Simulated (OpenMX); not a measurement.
# InSe under changes of volume

One of the cells (30.061 Å³/atom); the others are scaled copies at fixed shape and fractional positions:

```
CELL_PARAMETERS angstrom
4.05000 0.00000 0.00000
-2.02500 3.50740 0.00000
0.00000 0.00000 16.93000
ATOMIC_POSITIONS crystal
In 0.66667 0.33333 0.84300
In 0.33333 0.66667 0.34300
In 0.66667 0.33333 0.65700
In 0.33333 0.66667 0.15700
Se 0.66667 0.33333 0.39800
Se 0.33333 0.66667 0.89800
Se 0.66667 0.33333 0.10200
Se 0.33333 0.66667 0.60200
```

| Item | Value |
| --- | --- |
| Program | OpenMX 3.8.5 |
| Functional | LDA |
| Potentials or basis | OpenMX 2013 LDA set, In7.0-s3p2d2, Se7.0-s3p2d2, fixed grid of 48 × 48 × 225 points |
| k mesh | 9 × 9 × 3 |
| Occupations | fermi-dirac, width 0.05 eV |
| Spin | no spin polarisation |

```csv
volume (Å³/atom),energy over the lowest point (meV/atom),largest force (eV/Å)
28.258,?,?
28.859,89.96,3.545
29.460,62.38,3.332
30.061,40.09,3.153
30.663,22.54,2.948
31.264,9.33,2.803
31.865,0.00,2.617
```

Question: What does the run at 28.258 Å³/atom give?

Answer: Energy over the lowest point 123.41 meV/atom; largest force 3.763 eV/Å.

Worked out: A Birch-Murnaghan fit of order 3 (a polynomial in V^(-2/3)) to the other rows has no minimum within the range. It gives 123.41 meV/atom at 28.258 Å³/atom, against the run's 123.41.

Energies are extrapolated to zero smearing.

Caveats: the basis has few d functions beyond the semicore shells, which can make volumes several per cent too large; the basis of atomic orbitals isn't converged, which shifts pressures, moduli and gaps; forces of over 1 eV/Å show positions far from the minimum, so gaps and moduli don't describe the material at rest.
